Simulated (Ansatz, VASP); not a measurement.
# Two plane-wave programs on LiCl

```
Li Cl
1.0
     6.77947    0.00000    0.00000
     0.00000    6.77947    0.00000
     0.00000    0.00000    3.60281
Li Cl
4 4
Cartesian
  4.4940 4.4940 1.8014
  1.1042 5.6753 0.9007
  2.2855 2.2855 0.0000
  5.6753 1.1042 2.7021
  5.6272 5.6272 0.0000
  2.2375 4.5420 2.7021
  1.1522 1.1522 1.8014
  4.5420 2.2375 0.9007
```

Alike in both runs: functional PBE; k mesh 4 × 4 × 6; occupations gaussian, width 0.1 eV; no spin polarisation.

Ansatz relaxed the structure, and its values are those at the end. VASP's run is a single point on that final structure, the one shown.

|  | VASP | Ansatz |
| --- | --- | --- |
| version | VASP 6.6.1 | Ansatz 0.2.0 |
| potentials or method | VASP PAW PBE potentials, release 64 (Li_sv, Cl) | scalar-relativistic, plane waves, PAW |
| plane-wave cutoff (eV) | 520 | 420 |
| valence electrons in the cell | 40 | 40 |

```csv
,VASP,Ansatz,Ansatz less VASP
gap on the k mesh at the Fermi level (eV),5.68,5.67,-0.007
least direct gap on the mesh (eV),5.73,5.72,-0.008
rms of the force components (eV/Å),0.003,0.003,-0.0004
```

 A k mesh can miss the band edges. As with any semilocal functional, this PBE gap is likely too small.
